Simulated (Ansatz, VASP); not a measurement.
# Cu (dimer Cu chain) in two plane-wave programs

Wanted: the spread between two codes on one cell, functional and k mesh. The structure shown is the start of the Ansatz relaxation below; VASP solves that cell, so the two are compared at the walk's first step. Other levels of theory on this material are compared in a session of their own.

Calculated with Ansatz 0.2.0; plane waves, with VASP 6.6.1 beside it; single point at PBEsol.

### 1. The structure

The cell holds 2 atoms: 2 Cu. Cell: a = 7.500 Å, b = 7.500 Å, c = 5.016 Å, α = 90.0°, β = 90.0°, γ = 90.0°. Vacuum lies along a and b. The structure's axis is c.

### 2. Ansatz: relaxation, PBEsol

Ansatz runs on its default PAW (the set named soft_2) files.

The two programs are compared at the cell with which this relaxation starts, whose forces are those of its first step.

Input file input.yaml:

```yaml
crystal:
  lattice:
    - [7.5, 0.0, 0.0]
    - [0.0, 7.5, 0.0]
    - [0.0, 0.0, 5.016]
  atoms:
    - { symbol: Cu, position: [0.5, 0.5, 0.0], spin: 0.5 }
    - { symbol: Cu, position: [0.5, 0.5, 0.45], spin: 0.5 }
magnetization:
  spin_polarized: true
kpoints:
  mp_grid: { grid: [1, 1, 16] }
scf:
  occupations: { method: fermi_dirac, width: 0.05 }
hamiltonian:
  xc: pbesol
relax:
  cell: { fix: [a, b, alpha, beta, gamma] }
  max_steps: 60
```

Run with:

```bash
$ ansatz run input.yaml --threads 4 --pin off --max-ram 8192MiB --backend cpu --events-out ev --progress --plain --runs-dir out
```

Numbers of over 12 decimals in the logs are rounded to 6 here.

The program printed:

```text
Engine: ansatz 0.2.0, aarch64-unknown-linux-gnu
Pseudopotentials: kind: paw
Pseudopotential: Cu, paw, valence charge 19, recommended cutoff 420 eV (normal), Cu.paw.azcp
Functional definition: PBEsol
  exchange = pbesol_x
  correlation = pbesol_c
Crystal: 2 atoms, lattice volume = 282.150 Å³
Basis set: ecut = 420 eV, 5545 PW (Γ), exchange–correlation on 108×108×72 points (8 copies of the dense FFT grid, shifted against one another)
Bands: 24, of which v1, the nominal top of the filled ones, is band 19 counted from 1 (18 counted from 0)
Symmetry: 16 space group operations
Space group: P4/mmm (ITA 123), of the structure as read, at distance tolerance 6.6e-5 Å
Magnetic group: BNS 123.339 (UNI 999), of the structure as read, at distance tolerance 6.6e-5 Å
k-points: 9 of 16
Non-local potential: Cu, projectors of the file, l = 0: 3, l = 1: 2, l = 2: 3, l = 3: 1
PAW form: soft (Blöchl's): semilocal exchange-correlation on the pseudo side does not see the compensation charge
PAW frozen core: Cu, regenerated for the run's functional, and the local potential with it (the file was generated under x = pbe(κ = 0.804, μ = 0.219515), c = pbe(β = 0.066725))
PAW one-centre angular grid: Cu, 590 points (default); XC on 64 Gauss nodes
Initial density: superposition of atomic densities (neutral atoms: chi_scale 0, normalization atom)
Starting moments: Σ|m| = 1 μB on 2 of 2 sites
Initial wavefunctions: pseudopotential atomic-orbital guess
Functional: x = pbesol(κ = 0.804, μ = 0.123457), c = pbesol(β = 0.046)
SCF iter   1: F=—  HF=-13172.830143 eV  |F-HF|=—  |Δ(HF+E_count)|=         —  Δρ=2.92e-2 (↑2.92e-2 ↓1.91e-2)  dr2=4.03e0  dr2_m=1.05e-1  M=0.623 μB ∫|m|=0.680 μB  β_m=0.30  ethr=3.10e-3  ⟨swp⟩=5.9  Hψ=1964  notcnv=0
preconditioner: auto → LDOS  [metal: Δε(μ)=0.037 eV  Ē_g=4.413 eV  σ=0.050 eV  W_gap=0.18  n_scr=38 (ndim 8)  ℏωp=10.4 eV  f_vac=0.742  D(μ)=5.66/eV (n_scr^D=38)]
spin=Collinear: LDOS preconditioning applied to the charge; magnetization (m = ρ↑ − ρ↓) channel mixes plain (no charge-response kernel on spin).
SCF iter   2: F=—  HF=-13172.374607 eV  |F-HF|=—  |Δ(HF+E_count)|=   4.56e-1  Δρ=1.63e-2 (↑1.63e-2 ↓7.86e-3)  dr2=2.33e-1  dr2_m=3.53e-1  M=0.321 μB ∫|m|=0.346 μB  β_m=0.30  ethr=3.10e-3  ⟨swp⟩=2.0  Hψ=851  notcnv=0  defer=7
SCF iter   3: F=—  HF=-13172.382963 eV  |F-HF|=—  |Δ(HF+E_count)|=   8.36e-3  Δρ=1.26e-2 (↑1.26e-2 ↓5.66e-3)  dr2=1.42e-1  dr2_m=2.05e-1  M=0.293 μB ∫|m|=0.315 μB  β_m=0.30  ethr=6.14e-4  ⟨swp⟩=2.0  Hψ=477  notcnv=0  defer=7
SCF iter   4: F=—  HF=-13172.392266 eV  |F-HF|=—  |Δ(HF+E_count)|=   9.30e-3  Δρ=9.60e-3 (↑9.60e-3 ↓5.71e-3)  dr2=5.39e-2  dr2_m=1.48e-1  M=0.231 μB ∫|m|=0.254 μB  β_m=0.30  ethr=3.74e-4  ⟨swp⟩=1.0  Hψ=425  notcnv=0  defer=7
SCF iter   5: F=—  HF=-13172.416172 eV  |F-HF|=—  |Δ(HF+E_count)|=   2.39e-2  Δρ=6.92e-3 (↑6.92e-3 ↓6.59e-3)  dr2=2.17e-3  dr2_m=1.18e-1  M=0.160 μB ∫|m|=0.186 μB  β_m=0.30  ethr=1.42e-4  ⟨swp⟩=2.1  Hψ=551  notcnv=0  defer=7
SCF iter   6: F=—  HF=-13172.427002 eV  |F-HF|=—  |Δ(HF+E_count)|=   1.08e-2  Δρ=6.38e-3 (↑4.89e-3 ↓6.38e-3)  dr2=4.20e-3  dr2_m=8.18e-2  M=0.120 μB ∫|m|=0.145 μB  β_m=0.30  ethr=5.70e-6  ⟨swp⟩=2.0  Hψ=661  notcnv=0  defer=7
SCF iter   7: F=—  HF=-13172.433139 eV  |F-HF|=—  |Δ(HF+E_count)|=   6.14e-3  Δρ=4.24e-3 (↑4.04e-3 ↓4.24e-3)  dr2=1.31e-4  dr2_m=4.43e-2  M=0.114 μB ∫|m|=0.136 μB  β_m=0.30  ethr=5.70e-6  ⟨swp⟩=2.0  Hψ=700  notcnv=0  defer=7
Mixer restart at iter 7: flushing history
spin-set hold released at iteration 7 (site moments contracting): the magnetisation degrees of freedom join the quasi-Newton model from the next iteration; the mixer history was flushed
SCF iter   8: F=—  HF=-13172.435651 eV  |F-HF|=—  |Δ(HF+E_count)|=   2.51e-3  Δρ=3.52e-3 (↑3.07e-3 ↓3.52e-3)  dr2=4.64e-4  dr2_m=2.81e-2  M=0.099 μB ∫|m|=0.118 μB  β_m=0.56  ethr=3.44e-7  ⟨swp⟩=2.0  Hψ=681  notcnv=0  defer=7
SCF iter   9: F=—  HF=-13172.440128 eV  |F-HF|=—  |Δ(HF+E_count)|=   4.48e-3  Δρ=1.28e-3 (↑1.28e-3 ↓2.16e-4)  dr2=3.31e-3  dr2_m=9.33e-4  M=0.045 μB ∫|m|=0.053 μB  β_m=0.50  ethr=3.44e-7  ⟨swp⟩=2.5  Hψ=914  notcnv=0  defer=7
[...]
preconditioner: auto → Resta (q_TF=auto, 1.988 Å⁻¹)  ε∞=5.1  [insulator: Δε(μ)=0.201 eV  Ē_g=5.371 eV  σ=0.050 eV  W_gap=0.74  n_scr=38 (ndim 8)  ℏωp=10.9 eV  f_vac=0.756  D(μ)=2.88/eV (n_scr^D=10)  ε∞_Penn≈5.1  vacuum switching on, ρ_ref=2.1e-3 e/Å³]
spin=Collinear: Resta preconditioning applied to the charge; magnetization (m = ρ↑ − ρ↓) channel mixes plain (no charge-response kernel on spin).
[...]
SCF iter   9: F=-13172.784680 eV  HF=-13172.784680 eV  |F-HF|=3.42e-10  |Δ(HF+E_count)|=  5.24e-10  Δρ=7.56e-7 (↑7.56e-7 ↓2.56e-7)  dr2=4.58e-10  dr2_m=5.86e-10  M=0.000 μB ∫|m|=0.000 μB  β_m=0.98  ethr=1.00e-12  ⟨swp⟩=1.6  Hψ=1326  notcnv=0
SCF iter  10: F=-13172.784680 eV  HF=-13172.784680 eV  |F-HF|=1.98e-10  |Δ(HF+E_count)|=  7.62e-10  Δρ=1.05e-7 (↑8.98e-8 ↓1.05e-7)  dr2=9.88e-11  dr2_m=2.30e-12  M=0.000 μB ∫|m|=0.000 μB  ethr=1.00e-12  ⟨swp⟩=1.8  Hψ=1582  notcnv=0
the starting moments were not kept: the SCF closed with an absolute magnetisation of 1.0e-5 μB, where they sum to 1 μB in size (2 sites). That is at most 0.1 of that sum. Measured as dr2_m measures the in/out step, that magnetisation stands 6.7e-11 eV from none, at or under the dr2_threshold of 7.2e-8 eV: it is no larger than a step whose dr2_m would equal this threshold.
SCF 6 converged in 10 iterations: F = -13172.784680 eV  dr2 = 9.88e-11
relax step   6: F+E_penalty+E_count = -13172.78467987 eV  Δ(F+E_penalty+E_count) = -3.849e-4 eV  max|allowed force component| = 2.178e-3 eV/Å  Δτ_max = 0.0019 Å  P = -0.062 GPa  Ω = 253.880 Å³  energy of the carried Pulay correction = +1.724e-3 eV  fix = [a, b, alpha, beta, gamma]  reactions: a -0.095, b -0.095 GPa  (10 SCF iters, dr2 threshold 7.16e-8 eV, accepted)
Basis set: ecut = 420 eV, 4991 PW (Γ), exchange–correlation on 108×108×64 points (8 copies of the dense FFT grid, shifted against one another)
Initial wavefunctions: pseudopotential atomic-orbital guess (no wavefunctions were taken with the density)
iter 1 solved again at ethr=6.69e-7 eV; its pass at ethr=3.10e-3 eV (dr2=2.54e-4 eV) is discarded
SCF iter   1: F=—  HF=-13172.782455 eV  |F-HF|=—  |Δ(HF+E_count)|=         —  Δρ=6.26e-5 (↑6.26e-5 ↓6.26e-5)  dr2=6.25e-6  dr2_m=2.33e-12  M=0.000 μB ∫|m|=0.000 μB  β_m=0.30  ethr=6.69e-7  ⟨swp⟩=3.1  Hψ=2918  notcnv=0
preconditioner: auto → Resta (q_TF=auto, 1.988 Å⁻¹)  ε∞=5.1  [insulator: Δε(μ)=0.208 eV  Ē_g=5.376 eV  σ=0.050 eV  W_gap=0.75  n_scr=38 (ndim 8)  ℏωp=10.9 eV  f_vac=0.755  D(μ)=2.82/eV (n_scr^D=10)  ε∞_Penn≈5.1  vacuum switching on, ρ_ref=2.1e-3 e/Å³]
spin=Collinear: Resta preconditioning applied to the charge; magnetization (m = ρ↑ − ρ↓) channel mixes plain (no charge-response kernel on spin).
SCF iter   2: F=—  HF=-13172.782456 eV  |F-HF|=—  |Δ(HF+E_count)|=   7.37e-7  Δρ=6.94e-5 (↑6.94e-5 ↓6.94e-5)  dr2=2.29e-5  dr2_m=1.42e-12  M=0.000 μB ∫|m|=0.000 μB  β_m=0.53  ethr=1.64e-8  ⟨swp⟩=2.1  Hψ=742  notcnv=0
SCF iter   3: F=—  HF=-13172.782465 eV  |F-HF|=—  |Δ(HF+E_count)|=   9.47e-6  Δρ=2.55e-5 (↑2.55e-5 ↓2.55e-5)  dr2=1.01e-6  dr2_m=9.79e-13  M=0.000 μB ∫|m|=0.000 μB  β_m=0.60  ethr=1.64e-8  ⟨swp⟩=2.0  Hψ=632  notcnv=0
SCF iter   4: F=—  HF=-13172.782387 eV  |F-HF|=—  |Δ(HF+E_count)|=   7.86e-5  Δρ=5.26e-6 (↑5.24e-6 ↓5.26e-6)  dr2=1.18e-7  dr2_m=6.27e-13  M=0.000 μB ∫|m|=0.000 μB  β_m=0.80  ethr=2.65e-9  ⟨swp⟩=2.0  Hψ=776  notcnv=0
SCF iter   5: F=—  HF=-13172.782387 eV  |F-HF|=—  |Δ(HF+E_count)|=   6.09e-8  Δρ=1.13e-6 (↑1.11e-6 ↓1.13e-6)  dr2=5.07e-9  dr2_m=4.02e-13  M=0.000 μB ∫|m|=0.000 μB  β_m=0.89  ethr=3.10e-10  ⟨swp⟩=2.0  Hψ=632  notcnv=0
SCF iter   6: F=—  HF=-13172.782387 eV  |F-HF|=—  |Δ(HF+E_count)|=   1.64e-9  Δρ=1.70e-7 (↑1.70e-7 ↓1.47e-7)  dr2=1.55e-10  dr2_m=3.74e-13  M=0.000 μB ∫|m|=0.000 μB  β_m=0.95  ethr=1.34e-11  ⟨swp⟩=2.2  Hψ=616  notcnv=0
SCF iter   7: F=-13172.782387 eV  HF=-13172.782387 eV  |F-HF|=1.27e-11  |Δ(HF+E_count)|=   3.64e-8  Δρ=3.57e-8 (↑3.57e-8 ↓1.87e-8)  dr2=8.96e-12  dr2_m=2.89e-13  M=0.000 μB ∫|m|=0.000 μB  ethr=1.00e-12  ⟨swp⟩=5.0  Hψ=1694  notcnv=0
the starting moments were not kept: the SCF closed with an absolute magnetisation of 4.7e-6 μB, where they sum to 1 μB in size (2 sites). That is at most 0.1 of that sum.
SCF 7 converged in 7 iterations: F = -13172.782387 eV  dr2 = 8.96e-12
relax step   7: F+E_penalty+E_count = -13172.78238672 eV  Δ(F+E_penalty+E_count) = +2.293e-3 eV  max|allowed force component| = 2.174e-3 eV/Å  Δτ_max = 0.0000 Å  P = -0.062 GPa  Ω = 253.880 Å³  fix = [a, b, alpha, beta, gamma]  reactions: a -0.094, b -0.094 GPa  stress off target by 8.94e-4 GPa on what of the cell is left free  SCF on the basis re-selected at this cell (its energy is not comparable with the rows above)  (7 SCF iters)
basis re-selected at this cell: Δ(F+E_penalty+E_count) = +2.293e-3 eV, ΔP = -0.001 GPa vs the last step (what re-selecting the basis moved, of the pressure what is left beyond the Pulay correction that the steps carried, after the strain that the cell walked since its last selection, with what the two solves' SCF thresholds leave and, on support functions, any second-order correction that the steps lacked; it is no measure of the basis error at this ecutwfc). The dense FFT grid was sized anew with the basis: this SCF ran on 54×54×32 points, the steps before it on 54×54×36, so part of this shift can come from that change (see relax.cell in the input reference). [rest of the remark cut]
SCF converged after 7 iterations
Magnetization: 0.0000 μB (19.0000 up, 19.0000 down)
Absolute magnetization: 0.0000 μB (∫|ρ↑−ρ↓|, with the PAW one-centre terms)
Spin contamination: 0.0000 ħ² per cell (⟨S²⟩ above its minimum at these occupations)
Per-site moments (μB) at R_I (Å): [(2.215594380889292e-6, 0.930812), (2.215594380773752e-6, 0.930812)]
Free energy (F): -13172.782387 eV
Harris-Foulkes:  -13172.782387 eV  (|F-HF|=1.27e-11)
Internal energy: -13172.755457 eV  (E = F + TS)
E sigma→0 (E₀):  -13172.768922 eV
Entropy (-TS):   -0.026930 eV (-13.465 meV/atom)
Fermi energy:    -3.289155 eV
--- Per-component energies (eV) ---
  E_band       = -1404.334832
  E_kinetic    = 600.854747
  E_local      = -18541.925070  (includes V_loc(G=0)·N_el)
  E_nonlocal   = 806.325415
  E_hartree    = 8444.149110
  E_xc         = -170.131929
  E_vxc        = -220.072580  (∫ρ·V_xc dr)
  E_paw        = -3273.712429  (= ΣΔE_a)
  E_vpaw       = -937.816534  (= ΣTr[D̂ρ^β])
  E_aug_tail   = 0.000519  (compensation charges beyond the density's cutoff)
  E_ewald      = -1038.728223
  E_core_change = 0.412404  (= ΣΔE_core)
  E_smearing   = -0.026930  (= −TS)
  E_closure    = -0.000000  (closes the sum)
  Σ components = -13172.782387   (vs F -13172.782387, Δ=0.00e0)
--- Forces (eV/Å), atoms counted from 1 ---
  atom   1  Cu     0.00000000     0.00000000     0.00217356
  atom   2  Cu     0.00000000     0.00000000    -0.00217356
  max |Σ_I F_I| component: 8.08e-28 eV/Å
--- Stress (GPa, compression-positive) ---
       -0.094052       0.000000       0.000000
        0.000000      -0.094052       0.000000
        0.000000       0.000000       0.000894
  P = ⅓ Tr σ = -0.0624 GPa (-0.624 kbar)
--- Relaxed structure (6 steps of the walk, 5 accepted, 1 SCFs on fresh bases) ---
  F+E_penalty+E_count = -13172.78238672 eV   max|allowed force component| = 2.174e-3 eV/Å   (the final SCF, on the basis selected at the relaxed cell)
  cell:  # Å, volume = 253.8801 Å³
    - [7.5, 0.0, 0.0]
    - [0.0, 7.5, 0.0]
    - [0.0, 0.0, 4.513423]
  atoms:
    - { symbol: Cu, position: [0.5, 0.5, -0.025022] }
    - { symbol: Cu, position: [0.5, 0.5, 0.475022] }
```

[end of part 1 of 2]

[Lines on the potential files, build, host, timing and source positions are cut from VASP's logs without a mark.]

[Logs are printed without paths, hosts, clocks, repeated set-up lines and the standing remarks that a program may print on its own settings, such as how far it seeks lower states.]

[Hosts, paths, dates, database ids (printed as entryN), source tags and the programs' standing remarks are cut or masked in the printed files.]
